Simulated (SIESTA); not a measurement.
Crystal: CoO.

```
Co O
1.0
     0.00000    2.13150    2.13150
     2.13150    0.00000    2.13150
     2.13150    2.13150    0.00000
Co O
1 1
Direct
  0.00000 0.00000 0.00000
  0.50000 0.50000 0.50000
```

Base run:

- Program: SIESTA 5.4.2
- Functional: AM05
- Potentials or basis: PseudoDojo 0.4 standard (PBEsol files)
- Basis: DZP (energy shift 0.003 Ry; two zetas on semicore shells)
- Grid cutoff: 800 Ry
- Energy shift: 0.003 Ry
- k mesh: 11 × 11 × 11
- Occupations: fermi-dirac, width 0.05 eV
- Spin: collinear spin, ferromagnetic start
- Starting moments: [2.0, 0.0] μB

Its results: band gap on the k mesh none (metal or under the smearing width); pressure -10.3 GPa; net moment 2.95 μB per cell; site moments Co +2.57; O +0.38 μB.

Task: The run is repeated on the same cell with these changes: functional from AM05 to LDA; potentials or basis from PseudoDojo 0.4 standard (PBEsol files) to PseudoDojo 0.4 standard (LDA files). What comes out?

Result: Band gap on the k mesh none (metal or under the smearing width); pressure -18.6 GPa; net moment 2.86 μB per cell; site moments Co +2.49; O +0.36 μB.

Caveats: short orbitals over semicore shells can move pressures by several GPa; the basis of atomic orbitals isn't converged, which shifts pressures, moduli and gaps; a cell with one magnetic atom can't hold antiferromagnetic order, which such compounds often take; semilocal functionals often make such compounds metallic where correlation or magnetic order opens a gap, which also shifts bond lengths; the potentials were made for another functional, which shifts forces and pressure (some runs); so large a pressure means that the cell lies far from this level's equilibrium, or that cutoff or potentials fall short (some runs).
